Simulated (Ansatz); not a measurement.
# Ta: which structure wins, scalar-relativistic, part 2 of 2

Aim: relax Ta in several structures (fcc, bcc, hcp) and rank them by energy, scalar-relativistic. Methods of the runs shown: PAW and LAPW.

Ansatz 0.2.0; DFT PBE; a cell built from a prototype (fcc type), not taken from measurement.

## 4. Bcc relaxed, PAW

input.yaml

```yaml
crystal:
  lattice:
    - [-1.6607199181, 1.6607199181, 1.6607199181]
    - [1.6607199181, -1.6607199181, 1.6607199181]
    - [1.6607199181, 1.6607199181, -1.6607199181]
  atoms:
    - { symbol: Ta, position: [0.0, 0.0, 0.0] }
kpoints:
  mp_grid: { grid: [17, 17, 17] }
scf:
  occupations: { method: fermi_dirac, width: 0.05 }
hamiltonian:
  xc: pbe
  pseudopotentials: { kind: paw }
output:
  forces: true
  stress: true
relax:
  f_tol: 0.005
  max_steps: 40
  cell: {}
```

Command:

```sh
$ ansatz run input.yaml --threads 1 --pin off --max-ram 3072MiB --backend cpu --events-out ev --progress --plain --runs-dir out
```

What it wrote:

```text
[... 8 set-up lines as earlier in the session ...]
Crystal: 1 atoms, lattice volume = 18.321 Å³
Basis set: ecut = 420 eV, 369 PW (Γ), exchange–correlation on 40×40×40 points (8 copies of the dense FFT grid, shifted against one another)
Bands: 11, of which v1, the nominal top of the filled ones, is band 7 counted from 1 (6 counted from 0)
[... 1 set-up line as earlier in the session ...]
Space group: Im-3m (ITA 229), of the structure as read, at distance tolerance 2.6e-5 Å
k-points: 165 of 4913
[... 6 set-up lines as earlier in the session ...]
SCF iter   1: F=—  HF=-9932.256812 eV  |F-HF|=—  |Δ(HF+E_count)|=         —  Δρ=2.07e-3  dr2=2.09e-4  ethr=1.77e-3  ⟨swp⟩=5.8  Hψ=10460  notcnv=0
preconditioner: auto → none  [metal: Δε(μ)=0.011 eV  Ē_g=8.175 eV  σ=0.050 eV  W_gap=0.05  n_scr=0 (ndim 8)  ℏωp=19.4 eV  f_vac=0.000  D(μ)=1.36/eV (n_scr^D=12)]
SCF iter   2: F=—  HF=-9932.256729 eV  |F-HF|=—  |Δ(HF+E_count)|=   8.21e-5  Δρ=1.00e-3  dr2=5.45e-5  ethr=1.61e-6  ⟨swp⟩=2.2  Hψ=4037  notcnv=0
SCF iter   3: F=—  HF=-9932.256804 eV  |F-HF|=—  |Δ(HF+E_count)|=   7.43e-5  Δρ=1.60e-4  dr2=1.28e-6  ethr=4.19e-7  ⟨swp⟩=2.1  Hψ=2253  notcnv=0
SCF iter   4: F=—  HF=-9932.256804 eV  |F-HF|=—  |Δ(HF+E_count)|=   1.85e-7  Δρ=5.39e-5  dr2=1.53e-7  ethr=9.87e-9  ⟨swp⟩=2.8  Hψ=2680  notcnv=0
iter 5 did not close the SCF: its close was put off for the readings that it lacked (scf_convergence_deferred on its scf_iter line)
SCF iter   5: F=-9932.256804 eV  HF=-9932.256804 eV  |F-HF|=7.57e-9  |Δ(HF+E_count)|=   5.13e-8  Δρ=1.73e-5  dr2=1.54e-8  ethr=1.17e-9  ⟨swp⟩=1.0  Hψ=1798  notcnv=0
SCF iter   6: F=-9932.256804 eV  HF=-9932.256804 eV  |F-HF|=5.46e-12  |Δ(HF+E_count)|=   5.80e-9  Δρ=4.53e-7  dr2=1.57e-11  ethr=1.19e-10  ⟨swp⟩=2.4  Hψ=5770  notcnv=0
SCF 1 converged in 6 iterations: F = -9932.256804 eV  dr2 = 1.57e-11
relax step   1: F+E_penalty+E_count = -9932.25680351 eV  Δ(F+E_penalty+E_count) = +0.000e0 eV  max|allowed force component| = 0.000e0 eV/Å  Δτ_max = 0.0000 Å  P = -0.409 GPa  Ω = 18.321 Å³  (6 SCF iters, dr2 threshold 1.00e-7 eV, accepted)
Crystal: 1 atoms, lattice volume = 18.173 Å³
[... 2 set-up lines as earlier in the session ...]
iter 1 solved again at ethr=1.15e-7 eV; its pass at ethr=3.10e-3 eV (dr2=1.49e-5 eV) is discarded
SCF iter   1: F=—  HF=-9932.256493 eV  |F-HF|=—  |Δ(HF+E_count)|=         —  Δρ=2.25e-4  dr2=6.03e-6  ethr=1.15e-7  ⟨swp⟩=2.8  Hψ=12653  notcnv=0
preconditioner: auto → none  [metal: Δε(μ)=0.009 eV  Ē_g=8.246 eV  σ=0.050 eV  W_gap=0.04  n_scr=0 (ndim 8)  ℏωp=19.5 eV  f_vac=0.000  D(μ)=1.33/eV (n_scr^D=12)]
SCF iter   2: F=—  HF=-9932.256497 eV  |F-HF|=—  |Δ(HF+E_count)|=   4.31e-6  Δρ=8.65e-5  dr2=4.23e-7  ethr=4.64e-8  ⟨swp⟩=2.4  Hψ=2479  notcnv=0
SCF iter   3: F=-9932.256499 eV  HF=-9932.256499 eV  |F-HF|=6.97e-8  |Δ(HF+E_count)|=   1.08e-6  Δρ=1.97e-5  dr2=1.64e-8  ethr=7.69e-10  ⟨swp⟩=4.5  Hψ=5329  notcnv=0
SCF 2 converged in 3 iterations: F = -9932.256499 eV  dr2 = 1.64e-8
relax step   2: F+E_penalty+E_count = -9932.25649863 eV  Δ(F+E_penalty+E_count) = +3.049e-4 eV  max|allowed force component| = 0.000e0 eV/Å  Δτ_max = 0.0000 Å  P = +1.192 GPa  Ω = 18.173 Å³  energy of the carried Pulay correction = +5.090e-5 eV  (3 SCF iters, dr2 threshold 1.00e-7 eV, rejected (line search))
Crystal: 1 atoms, lattice volume = 18.283 Å³
iter 1 solved again at ethr=6.13e-8 eV; its pass at ethr=3.10e-3 eV (dr2=7.97e-6 eV) is discarded
SCF iter   1: F=—  HF=-9932.256862 eV  |F-HF|=—  |Δ(HF+E_count)|=         —  Δρ=1.52e-4  dr2=3.10e-6  ethr=6.13e-8  ⟨swp⟩=2.9  Hψ=12692  notcnv=0
preconditioner: auto → none  [metal: Δε(μ)=0.007 eV  Ē_g=8.197 eV  σ=0.050 eV  W_gap=0.04  n_scr=0 (ndim 8)  ℏωp=19.4 eV  f_vac=0.000  D(μ)=1.35/eV (n_scr^D=12)]
SCF iter   2: F=—  HF=-9932.256865 eV  |F-HF|=—  |Δ(HF+E_count)|=   3.29e-6  Δρ=5.46e-5  dr2=1.86e-7  ethr=2.39e-8  ⟨swp⟩=2.6  Hψ=2568  notcnv=0
SCF iter   3: F=—  HF=-9932.256866 eV  |F-HF|=—  |Δ(HF+E_count)|=   2.65e-7  Δρ=1.33e-5  dr2=7.15e-9  ethr=1.43e-9  ⟨swp⟩=2.0  Hψ=2209  notcnv=0
SCF iter   4: F=—  HF=-9932.256866 eV  |F-HF|=—  |Δ(HF+E_count)|=   3.41e-8  Δρ=3.95e-7  dr2=1.88e-11  ethr=5.50e-11  ⟨swp⟩=2.9  Hψ=2999  notcnv=0
SCF iter   5: F=-9932.256866 eV  HF=-9932.256866 eV  |F-HF|=5.46e-12  |Δ(HF+E_count)|=  9.09e-12  Δρ=5.81e-8  dr2=2.03e-13  ethr=1.00e-12  ⟨swp⟩=5.0  Hψ=6134  notcnv=0
SCF 3 converged in 5 iterations: F = -9932.256866 eV  dr2 = 2.03e-13
relax step   3: F+E_penalty+E_count = -9932.25686569 eV  Δ(F+E_penalty+E_count) = -6.218e-5 eV  max|allowed force component| = 0.000e0 eV/Å  Δτ_max = 0.0000 Å  P = -0.004 GPa  Ω = 18.283 Å³  energy of the carried Pulay correction = +1.305e-5 eV  (5 SCF iters, accepted)
[... 1 set-up line as earlier in the session ...]
iter 1 solved again at ethr=5.22e-8 eV; its pass at ethr=3.10e-3 eV (dr2=6.78e-6 eV) is discarded
SCF iter   1: F=—  HF=-9932.256852 eV  |F-HF|=—  |Δ(HF+E_count)|=         —  Δρ=3.07e-6  dr2=1.94e-10  ethr=5.22e-8  ⟨swp⟩=3.1  Hψ=15434  notcnv=0
eigensolver tolerance schedule: the retry pair's looser diagonalisation over-reported the residual by 35037.92 of it (diagonalisation noise at 1.44 of the residual, at the tolerance the schedule requests for it); recorded, not acted on — ethr = c·dr2/N_el stays at c = 1.0e-1
SCF iter   2: F=—  HF=-9932.256855 eV  |F-HF|=—  |Δ(HF+E_count)|=   2.64e-6  Δρ=1.51e-6  dr2=4.27e-11  ethr=1.49e-12  ⟨swp⟩=2.9  Hψ=3282  notcnv=0
SCF iter   3: F=-9932.256855 eV  HF=-9932.256855 eV  |F-HF|=7.28e-12  |Δ(HF+E_count)|=  6.37e-11  Δρ=1.12e-7  dr2=1.63e-12  ethr=1.00e-12  ⟨swp⟩=5.2  Hψ=6168  notcnv=0
SCF 4 converged in 3 iterations: F = -9932.256855 eV  dr2 = 1.63e-12
relax step   4: F+E_penalty+E_count = -9932.25685502 eV  Δ(F+E_penalty+E_count) = +1.067e-5 eV  max|allowed force component| = 0.000e0 eV/Å  Δτ_max = 0.0000 Å  P = -0.005 GPa  Ω = 18.283 Å³  stress off target by 4.83e-3 GPa  SCF on the basis re-selected at this cell (its energy is not comparable with the rows above)  (3 SCF iters)
basis re-selected at this cell: Δ(F+E_penalty+E_count) = +1.067e-5 eV, ΔP = -0.001 GPa vs the last step (what re-selecting the basis moved, of the pressure what is left beyond the Pulay correction that the steps carried, after the strain that the cell walked since its last selection, with what the two solves' SCF thresholds leave and, on support functions, any second-order correction that the steps lacked; it is no measure of the basis error at this ecutwfc). This SCF's stress stands 4.83e-3 GPa from its target on what of the cell is left free (relax.cell.stress_tol is 5.00e-2 GPa) and its largest allowed force component is 0.00e0 eV/Å (relax.f_tol is 5.00e-3 eV/Å): within both
SCF converged after 3 iterations
Free energy (F): -9932.256855 eV
Harris-Foulkes:  -9932.256855 eV  (|F-HF|=7.28e-12)
Internal energy: -9932.245847 eV  (E = F + TS)
E sigma→0 (E₀):  -9932.251351 eV
Entropy (-TS):   -0.011008 eV (-11.008 meV/atom)
Fermi energy:    18.331405 eV
--- Per-component energies (eV) ---
  E_band       = -107.551562
  E_kinetic    = 365.609996
  E_local      = -556.011207  (includes V_loc(G=0)·N_el)
  E_nonlocal   = 14.738205
  E_hartree    = 192.471157
  E_xc         = -218.343663
  E_vxc        = -203.894671  (∫ρ·V_xc dr)
  E_paw        = -8396.596676  (= ΣΔE_a)
  E_vpaw       = -112.936302  (= ΣTr[D̂ρ^β])
  E_aug_tail   = 0.000133  (compensation charges beyond the density's cutoff)
  E_ewald      = -1334.113793
  E_smearing   = -0.011008  (= −TS)
  E_closure    = 0.000000  (closes the sum)
  Σ components = -9932.256855   (vs F -9932.256855, Δ=0.00e0)
--- Forces (eV/Å), atoms counted from 1 ---
  atom   1  Ta    -0.00000000     0.00000000    -0.00000000
  max |Σ_I F_I| component: 4.11e-32 eV/Å
--- Stress (GPa, compression-positive) ---
       -0.004825       0.000000       0.000000
       -0.000000      -0.004825      -0.000000
       -0.000000       0.000000      -0.004825
  P = ⅓ Tr σ = -0.0048 GPa (-0.048 kbar)
--- Relaxed structure (3 steps of the walk, 2 accepted, 1 SCFs on fresh bases) ---
  F+E_penalty+E_count = -9932.25685502 eV   max|allowed force component| = 0.000e0 eV/Å   (the final SCF, on the basis selected at the relaxed cell)
  cell:  # Å, volume = 18.2830 Å³
    - [-1.6595699198449407, 1.6595699198449407, 1.6595699198449407]
    - [1.6595699198449407, -1.6595699198449407, 1.6595699198449407]
    - [1.6595699198449407, 1.6595699198449407, -1.6595699198449407]
  atoms:
    - { symbol: Ta, position: [0.0, 0.0, 0.0] }
```

Run time: 4.7 s. Hardware: 1 thread of Arm Neoverse V2, shared host; peak memory 0.3 GiB.

Step by step:

| step | energy from step 1 (eV/cell) | largest force component (eV/Å) | pressure (GPa) | volume (Å³) |
| --- | --- | --- | --- | --- |
| 1 | 0.0000 | 0.0000 | -0.41 | 18.32 |
| 2x | 0.0003 | 0.0000 | 1.19 | 18.17 |
| 3 | -0.0001 | 0.0000 | 0.00 | 18.28 |
| 4 | -0.0001 | 0.0000 | 0.00 | 18.28 |

Step 1 is the start. Step 4 repeats the geometry before on a plane-wave basis chosen anew for that cell, so the energy can jump there without any move; the table keeps such jumps. 1 step was tried and not accepted (marked x).

| input's cell | before | after | change |
| --- | --- | --- | --- |
| a (Å) | 2.876 | 2.874 | -0.1 % |
| b (Å) | 2.876 | 2.874 | -0.1 % |
| c (Å) | 2.876 | 2.874 | -0.1 % |
| volume (Å³/atom) | 18.32 | 18.28 | -0.2 % |

## 5. Bcc relaxed, LAPW

input.yaml

```yaml
crystal:
  lattice:
    - [-1.6595699198, 1.6595699198, 1.6595699198]
    - [1.6595699198, -1.6595699198, 1.6595699198]
    - [1.6595699198, 1.6595699198, -1.6595699198]
  atoms:
    - { symbol: Ta, position: [0.0, 0.0, 0.0] }
kpoints:
  mp_grid: { grid: [17, 17, 17] }
scf:
  occupations: { method: fermi_dirac, width: 0.05 }
hamiltonian:
  xc: pbe
  pseudopotentials: { kind: all_electron, lapw: { basis_error: 0.0005 } }
output:
  forces: true
  stress: true
  eigenvalues: true
  populations: true
relax:
  f_tol: 0.005
  max_steps: 25
  cell: {}
```

Command:

```sh
$ ansatz run input.yaml --threads 1 --pin off --max-ram 3072MiB --backend cpu --events-out ev --progress --plain --runs-dir out
```

What it wrote, cut to the lines that bear on the results:

```text
[...]
Ta: projections on atomic orbitals take those of the free atom 1s2 2s2 2p6 3s2 3p6 3d10 4s2 4p6 4d10 4f14 5s2 5p6 5d3 6s2, of charge +0.00 (hamiltonian.pseudopotentials.projection_atoms)
LAPW: plane waves up to 8.912 Å⁻¹, error target 5.0e-4 eV per atom; small_component_spin mean_spin; Ta in spheres of 1.394 Å, 43 of its electrons in bands, Dirac shells []
[...]
[... 3 set-up lines as earlier in the session ...]
[...]
Crystal: 1 atoms, lattice volume = 18.283 Å³
Basis set: ecut = 302.60707726924323 eV, 225 PW (Γ), exchange–correlation at level 2
Bands: 26, of which v1, the nominal top of the filled ones, is band 22 counted from 1 (21 counted from 0)
[... 2 set-up lines as earlier in the session ...]
[...]
Fermi energy:    24.403797 eV
[...]
--- Forces (eV/Å), atoms counted from 1 ---
  atom   1  Ta    -0.00000000     0.00000000    -0.00000000
[...]
--- Stress (GPa, compression-positive) ---
       -0.040336      -0.000000      -0.000000
       -0.000000      -0.040336      -0.000000
       -0.000000      -0.000000      -0.040336
  P = ⅓ Tr σ = -0.0403 GPa (-0.403 kbar)
--- Band table (eV; the first three rows and the last of 165) ---
[... band rows left out ...]
[...]
--- Relaxed structure (1 steps of the walk, 1 accepted, 1 SCFs on fresh bases) ---
  F+E_penalty+E_count = -424569.11149285 eV   max|allowed force component| = 0.000e0 eV/Å   (the final SCF, on the basis selected at the relaxed cell)
  cell:  # Å, volume = 18.2830 Å³
    - [-1.6595699198, 1.6595699198, 1.6595699198]
    - [1.6595699198, -1.6595699198, 1.6595699198]
    - [1.6595699198, 1.6595699198, -1.6595699198]
  atoms:
    - { symbol: Ta, position: [0.0, 0.0, 0.0] }
--- Löwdin populations: 1 site ---
  site symbol       q [e]
     0     Ta     72.9203
  spilling = 0.001092 (of n_electrons = 73.000000)
```

Wall time 34 s (1 thread of Arm Neoverse V2, shared host); peak memory 0.43 GiB.

Step by step:

| step | energy from step 1 (eV/cell) | largest force component (eV/Å) | pressure (GPa) | volume (Å³) |
| --- | --- | --- | --- | --- |
| 1 | 0.0000 | 0.0000 | -0.04 | 18.28 |
| 2 | 0.0000 | 0.0000 | -0.04 | 18.28 |

Step 1 is the start. Step 2 repeats the geometry before on a plane-wave basis chosen anew for that cell, so the energy can jump there without any move; the table keeps such jumps.

| input's cell | before | after | change |
| --- | --- | --- | --- |
| a (Å) | 2.874 | 2.874 | -0.0 % |
| b (Å) | 2.874 | 2.874 | -0.0 % |
| c (Å) | 2.874 | 2.874 | -0.0 % |
| volume (Å³/atom) | 18.28 | 18.28 | -0.0 % |

Read from it: pressure -0.04 GPa; no gap.

## 6. Hcp relaxed, PAW

input.yaml

```yaml
crystal:
  lattice:
    - [2.966956471, 0.0, 0.0]
    - [-1.4834782355, 2.5694596758, 0.0]
    - [0.0, 0.0, 4.806469483]
  atoms:
    - { symbol: Ta, position: [0.3333333333, 0.6666666667, 0.25] }
    - { symbol: Ta, position: [0.6666666667, 0.3333333333, 0.75] }
kpoints:
  mp_grid: { grid: [16, 16, 9] }
scf:
  occupations: { method: fermi_dirac, width: 0.05 }
hamiltonian:
  xc: pbe
  pseudopotentials: { kind: paw }
output:
  forces: true
  stress: true
relax:
  f_tol: 0.005
  max_steps: 40
  cell: {}
```

Command:

```sh
$ ansatz run input.yaml --threads 1 --pin off --max-ram 3072MiB --backend cpu --events-out ev --progress --plain --runs-dir out
```

What it wrote, cut to the lines that bear on the results:

```text
[...]
[... 3 set-up lines as earlier in the session ...]
[...]
Crystal: 2 atoms, lattice volume = 36.642 Å³
Basis set: ecut = 420 eV, 701 PW (Γ), exchange–correlation on 40×40×72 points (8 copies of the dense FFT grid, shifted against one another)
Bands: 17, of which v1, the nominal top of the filled ones, is band 13 counted from 1 (12 counted from 0)
Symmetry: 24 space group operations
Space group: P63/mmc (ITA 194), of the structure as read, at distance tolerance 3.3e-5 Å
k-points: 150 of 2304
[...]
SCF iter   1: F=—  HF=-19863.843840 eV  |F-HF|=—  |Δ(HF+E_count)|=         —  Δρ=6.66e-3  dr2=1.11e-2  ethr=1.77e-3  ⟨swp⟩=5.5  Hψ=11212  notcnv=0
[...]
relax step   1: F+E_penalty+E_count = -19863.84091003 eV  Δ(F+E_penalty+E_count) = +0.000e0 eV  max|allowed force component| = 1.156e-17 eV/Å  Δτ_max = 0.0000 Å  P = +4.387 GPa  Ω = 36.642 Å³  (6 SCF iters, dr2 threshold 1.00e-7 eV, accepted)
[...]
relax step   4: F+E_penalty+E_count = -19863.94934248 eV  Δ(F+E_penalty+E_count) = -2.703e-3 eV  max|allowed force component| = 2.313e-17 eV/Å  Δτ_max = 0.0000 Å  P = +0.000 GPa  Ω = 37.477 Å³  energy of the carried Pulay correction = -2.713e-4 eV  (6 SCF iters, dr2 threshold 2.00e-7 eV, accepted)
[...]
relax step   5: F+E_penalty+E_count = -19863.94937498 eV  Δ(F+E_penalty+E_count) = -3.251e-5 eV  max|allowed force component| = 3.469e-17 eV/Å  Δτ_max = 0.0000 Å  P = +0.014 GPa  Ω = 37.472 Å³  energy of the carried Pulay correction = -2.698e-4 eV  (6 SCF iters, dr2 threshold 8.93e-8 eV, accepted)
[...]
```

## 7. The log goes on: hcp relaxed, PAW files

Output, continued, cut to the lines that bear on the results:

```text
SCF iter   1: F=—  HF=-19863.950095 eV  |F-HF|=—  |Δ(HF+E_count)|=         —  Δρ=4.04e-4  dr2=2.20e-6  ethr=1.23e-7  ⟨swp⟩=3.0  Hψ=17668  notcnv=0
[...]
relax step   6: F+E_penalty+E_count = -19863.95020808 eV  Δ(F+E_penalty+E_count) = -8.331e-4 eV  max|allowed force component| = 3.932e-17 eV/Å  Δτ_max = 0.0000 Å  P = +0.028 GPa  Ω = 37.472 Å³  stress off target by 8.53e-2 GPa  SCF on the basis re-selected at this cell (its energy is not [...]
relax step   7: F+E_penalty+E_count = -19863.95020887 eV  Δ(F+E_penalty+E_count) = -7.849e-7 eV  max|allowed force component| = 6.014e-17 eV/Å  Δτ_max = 0.0000 Å  P = -0.004 GPa  Ω = 37.479 Å³  energy of the carried Pulay correction = -2.692e-6 eV  (6 SCF iters, dr2 threshold 1.82e-8 eV, accepted)
[...]
E sigma→0 (E₀):  -19863.939490 eV
Entropy (-TS):   -0.021444 eV (-10.722 meV/atom)
Fermi energy:    18.235872 eV
[...]
--- Forces (eV/Å), atoms counted from 1 ---
  atom   1  Ta     0.00000000    -0.00000000     0.00000000
  atom   2  Ta     0.00000000     0.00000000    -0.00000000
[...]
--- Stress (GPa, compression-positive) ---
       -0.003266       0.000000      -0.000000
       -0.000000      -0.003266      -0.000000
       -0.000000      -0.000000      -0.006185
  P = ⅓ Tr σ = -0.0042 GPa (-0.042 kbar)
--- Relaxed structure (6 steps of the walk, 6 accepted, 2 SCFs on fresh bases) ---
  F+E_penalty+E_count = -19863.95021201 eV   max|allowed force component| = 6.014e-17 eV/Å   (the final SCF, on the basis selected at the relaxed cell)
  cell:  # Å, volume = 37.4792 Å³
    - [2.902167631758969, 0.0, 0.0]
    - [-1.4510838158794845, 2.513350895144189, 0.0]
    - [0.0, 0.0, 5.13824044463905]
  atoms:
    - { symbol: Ta, position: [0.33333333333333326, 0.6666666666666665, 0.25] }
    - { symbol: Ta, position: [0.6666666666666666, 0.33333333333333326, 0.75] }
```

It took 29 s on 1 thread of Arm Neoverse V2, shared host; peak memory 0.36 GiB.

Relaxation path:

| step | energy from step 1 (eV/cell) | largest force component (eV/Å) | pressure (GPa) | volume (Å³) |
| --- | --- | --- | --- | --- |
| 1 | 0.0000 | 0.0000 | 4.39 | 36.64 |
| 2 | -0.0738 | 0.0000 | -4.25 | 38.32 |
| 3 | -0.1057 | 0.0000 | -1.98 | 37.87 |
| 4 | -0.1084 | 0.0000 | 0.00 | 37.48 |
| 5 | -0.1085 | 0.0000 | 0.01 | 37.47 |
| 6 | -0.1093 | 0.0000 | 0.03 | 37.47 |
| 7 | -0.1093 | 0.0000 | 0.00 | 37.48 |
| 8 | -0.1093 | 0.0000 | 0.00 | 37.48 |

Step 1 is the start. Steps 6, 8 repeat the geometry before on a plane-wave basis chosen anew for that cell, so the energy can jump there without any move; the table keeps such jumps.

| input's cell | before | after | change |
| --- | --- | --- | --- |
| a (Å) | 2.967 | 2.902 | -2.2 % |
| b (Å) | 2.967 | 2.902 | -2.2 % |
| c (Å) | 4.806 | 5.138 | +6.9 % |
| volume (Å³/atom) | 18.32 | 18.74 | +2.3 % |

## 8. Hcp relaxed, LAPW

input.yaml

```yaml
crystal:
  lattice:
    - [2.9021676318, 0.0, 0.0]
    - [-1.4510838159, 2.5133508951, 0.0]
    - [0.0, 0.0, 5.1382404446]
  atoms:
    - { symbol: Ta, position: [0.3333333333, 0.6666666667, 0.25] }
    - { symbol: Ta, position: [0.6666666667, 0.3333333333, 0.75] }
kpoints:
  mp_grid: { grid: [16, 16, 9] }
scf:
  occupations: { method: fermi_dirac, width: 0.05 }
hamiltonian:
  xc: pbe
  pseudopotentials: { kind: all_electron, lapw: { basis_error: 0.0005 } }
output:
  forces: true
  stress: true
  eigenvalues: true
  populations: true
relax:
  f_tol: 0.005
  max_steps: 25
  cell: {}
```

Command:

```sh
$ ansatz run input.yaml --threads 1 --pin off --max-ram 3072MiB --backend cpu --events-out ev --progress --plain --runs-dir out
```

What it wrote, cut to the lines that bear on the results:

```text
[...]
Ta: projections on atomic orbitals take those of the free atom 1s2 2s2 2p6 3s2 3p6 3d10 4s2 4p6 4d10 4f14 5s2 5p6 5d3 6s2, of charge +0.00 (hamiltonian.pseudopotentials.projection_atoms)
LAPW: plane waves up to 8.800 Å⁻¹, error target 5.0e-4 eV per atom; small_component_spin mean_spin; Ta in spheres of 1.408 Å, 43 of its electrons in bands, Dirac shells []
[...]
[... 3 set-up lines as earlier in the session ...]
[...]
Crystal: 2 atoms, lattice volume = 37.479 Å³
Basis set: ecut = 295.0540126051235 eV, 405 PW (Γ), exchange–correlation at level 2
Bands: 52, of which v1, the nominal top of the filled ones, is band 43 counted from 1 (42 counted from 0)
[... 2 set-up lines as earlier in the session ...]
[...]
  atom   2  Ta     0.00000000     0.00000000     0.00000000
[...]
--- Stress (GPa, compression-positive) ---
       -0.028582       0.000000       0.000000
       -0.000000      -0.028582       0.000000
        0.000000       0.000000       0.013633
  P = ⅓ Tr σ = -0.0145 GPa (-0.145 kbar)
--- Band table (eV; the first three rows and the last of 150) ---
[...]
--- Relaxed structure (1 steps of the walk, 1 accepted, 1 SCFs on fresh bases) ---
  F+E_penalty+E_count = -849137.65956615 eV   max|allowed force component| = 1.064e-16 eV/Å   (the final SCF, on the basis selected at the relaxed cell)
  cell:  # Å, volume = 37.4792 Å³
    - [2.9021676317539717, 0.0, 0.0]
    - [-1.4510838158769859, 2.5133508951398613, 0.0]
    - [0.0, 0.0, 5.1382404446]
  atoms:
    - { symbol: Ta, position: [0.3333333333333333, 0.6666666666666666, 0.25] }
    - { symbol: Ta, position: [0.6666666666666666, 0.3333333333333333, 0.75] }
--- Löwdin populations: 2 sites ---
  site symbol       q [e]
     0     Ta     72.9110
     1     Ta     72.9110
  spilling = 0.001219 (of n_electrons = 146.000000)
```

Wall time 1.9 min (1 thread of Arm Neoverse V2, shared host); peak memory 0.77 GiB.

Step by step:

| step | energy from step 1 (eV/cell) | largest force component (eV/Å) | pressure (GPa) | volume (Å³) |
| --- | --- | --- | --- | --- |
| 1 | 0.0000 | 0.0000 | -0.01 | 37.48 |
| 2 | 0.0000 | 0.0000 | -0.01 | 37.48 |

Step 1 is the start. Step 2 repeats the geometry before on a plane-wave basis chosen anew for that cell, so the energy can jump there without any move; the table keeps such jumps.

| input's cell | before | after | change |
| --- | --- | --- | --- |
| a (Å) | 2.902 | 2.902 | -0.0 % |
| b (Å) | 2.902 | 2.902 | -0.0 % |
| c (Å) | 5.138 | 5.138 | -0.0 % |
| volume (Å³/atom) | 18.74 | 18.74 | -0.0 % |

In short: pressure -0.01 GPa; no gap.

## 9. Side by side

Free energy per atom, from each method's lowest phase:

| method | start | space group, start → end | volume (Å³/atom) | pressure (GPa) | free energy (meV/atom) |
| --- | --- | --- | --- | --- | --- |
| LAPW | fcc | Fm-3m → Fm-3m | 18.824 | 0.0 | 240.4 |
| LAPW | bcc | Im-3m → Im-3m | 18.283 | 0.0 | 0.0 |
| LAPW | hcp | P6_3/mmc → P6_3/mmc | 18.740 | 0.0 | 281.7 |
| PAW | fcc | Fm-3m → Fm-3m | 18.824 | 0.0 | 239.8 |
| PAW | bcc | Im-3m → Im-3m | 18.283 | 0.0 | 0.0 |
| PAW | hcp | P6_3/mmc → P6_3/mmc | 18.740 | 0.0 | 281.7 |

## 10. Results

What follows sums up all 2 parts.

```
     quantity                          value
lowest (LAPW)  bcc, 240.4 meV/atom under fcc
 lowest (PAW)  bcc, 239.8 meV/atom under fcc
```

**Reading.** By LAPW the order is bcc < fcc < hcp. By PAW the order is bcc < fcc < hcp. The methods agree on the lowest phase. Only these structures were tried, with electrons smeared by 0.05 eV and without vibrations, so the true ground state may be another. The k meshes differ between phases and weren't tested, which can move differences by some meV. Spin-orbit coupling is left out, though the cell holds Ta; in elements this heavy it can shift bands and gaps by tenths of an eV.
